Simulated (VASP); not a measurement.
A run of VASP 6.6.1:

INCAR

```
ALGO = Normal
EDIFF = 1E-7
EDIFFG = -0.005
ENCUT = 600
IBRION = 2
ISIF = 3
ISMEAR = 0
KPAR = 4
LASPH = True
LCHARG = False
LMIXTAU = True
LREAL = False
LWAVE = False
METAGGA = R2SCAN
NELM = 80
NSW = 90
PREC = Accurate
PSTRESS = 520.0
SIGMA = 0.03
```

Contents of KPOINTS:

```
k-points
0
Gamma
  4 4 4
```

POSCAR

```
N                                       
1.0
    3.4021928339      1.9642569478      3.2525854982
   -3.4021928339      1.9642569478      3.2525854982
   -0.0000000000     -3.9285138956      3.2525854982
  N             
    16
Direct
     0.5886976922595957    0.0564255313283670    0.7217328510942215
     0.9435744686716034    0.2782671489058701    0.4113023077403415
     0.7217328510941922    0.5886976922596878    0.0564255313283044
     0.9438873222950425    0.9438873222950425    0.9438873222950425
     0.5564255313283670    0.0886976922595958    0.2217328510942222
     0.7782671489058702    0.4435744686716036    0.9113023077403419
     0.2782671489058074    0.4113023077403121    0.9435744686716959
     0.0561126777049574    0.0561126777049574    0.0561126777049574
     0.4435744686716330    0.9113023077404043    0.7782671489057784
     0.5561126777049575    0.5561126777049575    0.5561126777049575
     0.4113023077404042    0.9435744686716330    0.2782671489057778
     0.4438873222950424    0.4438873222950424    0.4438873222950424
     0.0564255313283966    0.7217328510941298    0.5886976922596581
     0.9113023077403122    0.7782671489058078    0.4435744686716956
     0.2217328510941300    0.5564255313283966    0.0886976922596585
     0.0886976922596880    0.2217328510941926    0.5564255313283041
```

Potentials or basis: VASP PAW PBE potentials, release 64 (N).

The run is started by

```bash
$ cat potpaw_PBE.64/N/POTCAR > POTCAR
$ mpirun -np 4 vasp_std > vasp.out
```

Hardware: 4 MPI ranks on Intel(R) Xeon(R) Platinum 8559C (Emerald Rapids), with other jobs on the host.

**Question.** Estimate the wall time of this run.

**Answer.** Run time: 7 min on 4 MPI ranks on Intel(R) Xeon(R) Platinum 8559C (Emerald Rapids) (shared host), peak memory 0.3 GiB a rank. Counts: scf iterations 88, k points 13, ion steps 11.
